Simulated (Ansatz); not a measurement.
# Cs (Im-3m) in Ansatz: a series of runs, part 2 of 2

Ansatz 0.2.0. Earlier steps stand in the parts before.

**3. Relaxation of cell and atoms, PBE**

The input, input.yaml:

```yaml
crystal:
  lattice:
    - [-3.1284650614, 3.1284650614, 3.1284650614]
    - [3.1284650614, -3.1284650614, 3.1284650614]
    - [3.1284650614, 3.1284650614, -3.1284650614]
  atoms:
    - { symbol: Cs, position: [0.0, 0.0, 0.0] }
kpoints:
  mp_grid: { grid: [6, 6, 6] }
scf:
  occupations: { method: fermi_dirac, width: 0.05 }
hamiltonian:
  xc: pbe
  pseudopotentials: { kind: all_electron, lapw: { basis_error: 0.001 } }
output:
  forces: true
  stress: true
relax:
  f_tol: 0.02
  max_steps: 60
  cell: {}
```

Potentials or basis: all-electron LAPW, scalar-relativistic.

On the command line:

```console
> ansatz run input.yaml --threads 1 --pin off --max-ram 3072MiB --backend cpu --events-out ev --progress --plain --runs-dir out
```

The log of the run:

```text
Warning: RAYON_NUM_THREADS=1 ignored (pool sized by the plan → 1); use --threads N
The last accepted step is kept in <dir> (removed where the run ends without a failure and the disk answers)
LAPW: plane waves up to 3.471 Å⁻¹, error target 1.0e-3 eV per atom; small_component_spin mean_spin; Cs in spheres of 2.628 Å, 19 of its electrons in bands, Dirac shells [] (how accurate: hamiltonian.pseudopotentials.lapw.basis_error, Limitations)
Engine: ansatz 0.2.0, aarch64-unknown-linux-gnu
Pseudopotentials: kind: all_electron
Pseudopotential: Cs, LAPW, valence charge 19, lapw/all_electron/scalar/gaussian/Cs, Koelling and Harmon's equation, gaussian nucleus
Functional definition: PBE
  parameter kappa = 0.804
  parameter beta = 0.06672455060314922
  exchange = pbe_x(kappa = kappa, mu = beta*pi^2/3)
  correlation = pbe_c(beta = beta)
Crystal: 1 atoms, lattice volume = 122.477 Å³
Basis set: ecut = 45.910961561660784 eV, 79 PW (Γ), exchange–correlation at level 2
Bands: 14, of which v1, the nominal top of the filled ones, is band 10 counted from 1 (9 counted from 0)
Symmetry: 48 space group operations
Space group: Im-3m (ITA 229), of the structure as read, at distance tolerance 5.0e-5 Å
k-points: 16 of 216
Non-local potential: Cs, projectors of the file, none
Initial density: superposition of atomic densities (chi_scale 0.1, normalization cell)
Initial wavefunctions: plane waves of lowest kinetic energy (no species holds an atomic orbital)
Functional: x = pbe(κ = 0.804, μ = 0.2195149727645171), c = pbe(β = 0.06672455060314922)
iter 1 solved again at ethr=1.44e-5 eV; its pass at ethr=1.00e-1 eV (dr2=2.73e-3 eV) is discarded
SCF iter   1: F=—  HF=-211885.543894 eV  |F-HF|=—  |Δ(HF+E_count)|=         —  Δρ=8.71e-4  dr2=2.74e-3  ethr=1.44e-5  ⟨swp⟩=4.8  Hψ=1593  notcnv=0
preconditioner: auto → none  [insulator: Δε(μ)=0.141 eV  Ē_g=2.683 eV  σ=0.050 eV  W_gap=0.51  n_scr=12 (ndim 8)  ℏωp=3.4 eV  f_vac=0.003  D(μ)=2.50/eV (n_scr^D=12)  ε∞_Penn≈2.6]
SCF iter   2: F=—  HF=-211885.544959 eV  |F-HF|=—  |Δ(HF+E_count)|=   1.07e-3  Δρ=4.51e-4  dr2=7.34e-4  ethr=1.44e-5  ⟨swp⟩=2.0  Hψ=732  notcnv=0
iter 3 solved again at ethr=1.21e-7 eV; its pass at ethr=3.87e-6 eV (dr2=2.29e-5 eV) is discarded
SCF iter   3: F=—  HF=-211885.545872 eV  |F-HF|=—  |Δ(HF+E_count)|=   9.13e-4  Δρ=7.91e-5  dr2=2.29e-5  ethr=1.21e-7  ⟨swp⟩=2.0  Hψ=1188  notcnv=0
SCF iter   4: F=—  HF=-211885.545896 eV  |F-HF|=—  |Δ(HF+E_count)|=   2.37e-5  Δρ=8.43e-6  dr2=2.61e-7  ethr=1.21e-7  ⟨swp⟩=2.8  Hψ=744  notcnv=0
SCF iter   5: F=-211885.545897 eV  HF=-211885.545896 eV  |F-HF|=4.48e-8  |Δ(HF+E_count)|=   6.36e-7  Δρ=1.61e-6  dr2=8.77e-9  ethr=1.37e-9  ⟨swp⟩=2.8  Hψ=744  notcnv=0
SCF 1 converged in 5 iterations: F = -211885.545897 eV  dr2 = 8.77e-9
[... 20 lines left out ...]
SCF 3 converged in 3 iterations: F = -211885.547089 eV  dr2 = 7.64e-10
relax step   3: F+E_penalty+E_count = -211885.54708922 eV  Δ(F+E_penalty+E_count) = -1.047e-3 eV  max|allowed force component| = 0.000e0 eV/Å  Δτ_max = 0.0000 Å  P = +0.004 GPa  Ω = 117.239 Å³  (3 SCF iters, accepted)
iter 1 solved again at ethr=2.85e-12 eV; its pass at ethr=1.00e-1 eV (dr2=5.41e-10 eV) is discarded
SCF iter   1: F=—  HF=-211885.547088 eV  |F-HF|=—  |Δ(HF+E_count)|=         —  Δρ=5.09e-7  dr2=8.51e-10  ethr=2.85e-12  ⟨swp⟩=12.2  Hψ=2030  notcnv=0  reapply=12
preconditioner: auto → none  [insulator: Δε(μ)=0.137 eV  Ē_g=2.729 eV  σ=0.050 eV  W_gap=0.50  n_scr=12 (ndim 8)  ℏωp=3.4 eV  f_vac=0.000  D(μ)=2.53/eV (n_scr^D=12)  ε∞_Penn≈2.6]
SCF iter   2: F=-211885.547089 eV  HF=-211885.547089 eV  |F-HF|=2.91e-9  |Δ(HF+E_count)|=   6.68e-7  Δρ=3.03e-7  dr2=3.12e-10  ethr=2.85e-12  ⟨swp⟩=3.8  Hψ=820  notcnv=0
SCF 4 converged in 2 iterations: F = -211885.547089 eV  dr2 = 3.12e-10
relax step   4: F+E_penalty+E_count = -211885.54708916 eV  Δ(F+E_penalty+E_count) = +6.903e-8 eV  max|allowed force component| = 0.000e0 eV/Å  Δτ_max = 0.0000 Å  P = +0.004 GPa  Ω = 117.239 Å³  stress off target by 3.97e-3 GPa  SCF on the basis re-selected at this cell (its energy is not comparable with the rows above)  (2 SCF iters)
basis re-selected at this cell: Δ(F+E_penalty+E_count) = +6.903e-8 eV, ΔP = +0.000 GPa vs the last step (what re-selecting the basis moved, after the strain that the cell walked since its last selection, with what the two solves' SCF thresholds leave and, on support functions, any second-order correction that the steps lacked; it is no measure of the basis error at this ecutwfc). This SCF's stress stands 3.97e-3 GPa from its target on what of the cell is left free (relax.cell.stress_tol is 5.00e-2 GPa) and its largest allowed force component is 0.00e0 eV/Å (relax.f_tol is 2.00e-2 eV/Å): within both
SCF converged after 2 iterations
Free energy (F): -211885.547089 eV
Harris-Foulkes:  -211885.547089 eV  (|F-HF|=2.91e-9)
Internal energy: -211885.528890 eV  (E = F + TS)
E sigma→0 (E₀):  -211885.537989 eV
Entropy (-TS):   -0.018199 eV (-18.199 meV/atom)
Fermi energy:    3.220667 eV
--- Per-component energies (eV) ---
  E_band       = -764.574959
  E_kinetic    = 225250.932376
  E_xc         = -5239.771139
  E_electrostatic = -431896.690127  (all electrons and nuclei)
  E_smearing   = -0.018199  (= −TS)
  E_closure    = 0.000000  (closes the sum)
  E_atoms      = -211884.713165  (free atoms, spherical and without spin; not in F)
  Σ components = -211885.547089   (vs F -211885.547089, Δ=0.00e0)
  Basis errors (estimates in eV, not in F): energy 2.8e-4 per atom: plane waves 2.7e-4 (1.5e-4 summed), levels above the bands 1.8e-24, relativity 3.6e-8, radial functions 4.1e-6, core shells 5.0e-9; eigenvalues (radial functions only) 8.3e-7; not estimated: angular momenta, meshes, grids; target (lapw.basis_error) 1.0e-3; muffin-tin radii Cs 2.590 Å
--- Forces (eV/Å), atoms counted from 1 ---
  atom   1  Cs    -0.00000000     0.00000000    -0.00000000
  max |Σ_I F_I| component: 1.49e-32 eV/Å
--- Stress (GPa, compression-positive) ---
        0.003971       0.000000       0.000000
        0.000000       0.003971       0.000000
        0.000000       0.000000       0.003971
  P = ⅓ Tr σ = 0.0040 GPa (0.040 kbar)
--- Relaxed structure (3 steps of the walk, 3 accepted, 1 SCFs on fresh bases) ---
  F+E_penalty+E_count = -211885.54708916 eV   max|allowed force component| = 0.000e0 eV/Å   (the final SCF, on the basis selected at the relaxed cell)
  cell:  # Å, volume = 117.2386 Å³
    - [-3.0832132418152063, 3.0832132418152063, 3.0832132418152063]
    - [3.0832132418152063, -3.0832132418152063, 3.0832132418152063]
    - [3.0832132418152063, 3.0832132418152063, -3.0832132418152063]
  atoms:
    - { symbol: Cs, position: [0.0, 0.0, 0.0] }
```

It took 2.6 s on 1 thread of Arm Neoverse V1, shared host; peak memory 0.2 GiB.

Results:

```
Free energy                            : -211885.5471 eV
Relaxed volume                         : 117.24 Å³/atom
Relaxed cell                           : a = 5.340 Å, b = 5.340 Å, c = 5.340 Å, α = 109.47°, β = 109.47°, γ = 109.47°
Space group after relaxing (to 0.05 Å) : Im-3m (No. 229)
Energy gained by relaxing              : 1.2 meV/atom
Ionic steps                            : 4
Pressure after relaxing                : 0.0 GPa
```

The path:
```tsv
step	energy change (eV)	largest force (eV/Å)	volume (Å³)
1	0.0000	0.0000	122.48
2	-0.0001	0.0000	122.15
3	-0.0012	0.0000	117.24
4	-0.0012	0.0000	117.24
```

Final structure:
```
CELL_PARAMETERS angstrom
-3.08321 3.08321 3.08321
3.08321 -3.08321 3.08321
3.08321 3.08321 -3.08321
ATOMIC_POSITIONS crystal
Cs 0.00000 0.00000 0.00000
```

**4. Relaxation of cell and atoms, PBEsol**

input.yaml, as its differences from that of step 3:

```diff
@@ -12,3 +12,3 @@
 hamiltonian:
-  xc: pbe
+  xc: pbesol
   pseudopotentials: { kind: all_electron, lapw: { basis_error: 0.001 } }
```

On the command line:

```console
> ansatz run input.yaml --threads 1 --pin off --max-ram 3072MiB --backend cpu --events-out ev --progress --plain --runs-dir out
```

Wall time 3.4 s (1 thread of Arm Neoverse V1, shared host); peak memory 0.2 GiB.

Results (log left out):

```yaml
Free_energy: -211800.6038 eV
Relaxed_volume: 109.30 Å³/atom
Relaxed_cell: a = 5.217 Å, b = 5.217 Å, c = 5.217 Å, α = 109.47°, β = 109.47°, γ = 109.47°
Space_group_after_relaxing_to_0.05_Å: Im-3m (No. 229)
Energy_gained_by_relaxing: 8.8 meV/atom
Ionic_steps: 5
Pressure_after_relaxing: 0.0 GPa
```

The path:
```tsv
step	energy change (eV)	largest force (eV/Å)	volume (Å³)
1	0.0000	0.0000	122.48
2	-0.0010	0.0000	121.64
3	-0.0086	0.0000	107.21
4	-0.0088	0.0000	109.30
5	-0.0088	0.0000	109.30
```

Final structure:
```
Cs
1.0
    -3.01201    3.01201    3.01201
     3.01201   -3.01201    3.01201
     3.01201    3.01201   -3.01201
Cs
1
Direct
  0.00000 0.00000 0.00000
```

**5. The runs side by side**

| level | pressure (GPa) | relaxed volume (Å³/atom) |
| --- | --- | --- |
| LDA | 0.0 | 96.45 |
| PBE | 0.0 | 117.24 |
| PBEsol | 0.0 | 109.30 |

Alike in all rows: task relaxation of cell and atoms; potentials or basis all-electron LAPW, scalar-relativistic; no spin polarisation; cell relaxed; k mesh 6 × 6 × 6; smearing fermi-dirac 0.05 eV; basis error allowed 0.001 eV/atom.

Caveats: the volume moved by over 15 % at a fixed basis, so the end points are rough (some runs).

Compare energies only between runs with the same functional and basis.
